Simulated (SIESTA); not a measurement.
MoS2:

```
Mo S
1.0
     1.58000    0.91221    6.15000
    -1.58000    0.91221    6.15000
     0.00000   -1.82443    6.15000
Mo S
1 2
Direct
  0.00000 0.00000 0.00000
  0.41700 0.41700 0.41700
  0.25000 0.25000 0.25000
```

Measurements of this composition are mostly on another form, of space group No. 194.

Base run:

```yaml
Program: SIESTA 5.4.2
Functional: vdW-DF2
Potentials_or_basis: PseudoDojo 0.4 standard (PBE files)
Basis: DZP (energy shift 0.003 Ry; two zetas on semicore shells)
Grid_cutoff: 800 Ry
Energy_shift: 0.003 Ry
k_mesh: 10 × 10 × 10
Occupations: fermi-dirac, width 0.05 eV
Spin: no spin polarisation
```

Its results: band gap on the k mesh 1.00 eV, indirect (least direct gap 1.96 eV); pressure 19.5 GPa; largest force 1.890 eV/Å.

Problem. The run is repeated on the same cell with these changes: functional from vdW-DF2 to PBEsol; potentials or basis from PseudoDojo 0.4 standard (PBE files) to PseudoDojo 0.4 standard (PBEsol files). What comes out?

Solution. Band gap on the k mesh 0.97 eV, indirect (least direct gap 1.99 eV); pressure 3.4 GPa; largest force 0.710 eV/Å.

Caveats: the basis of atomic orbitals isn't converged, which shifts pressures, moduli and gaps; so large a pressure means that the cell lies far from this level's equilibrium, or that cutoff or potentials fall short (some runs); the potentials were made for another functional, which shifts forces and pressure (some runs).

A k mesh can miss the band edges.

Not every run made on this cell is shown here.
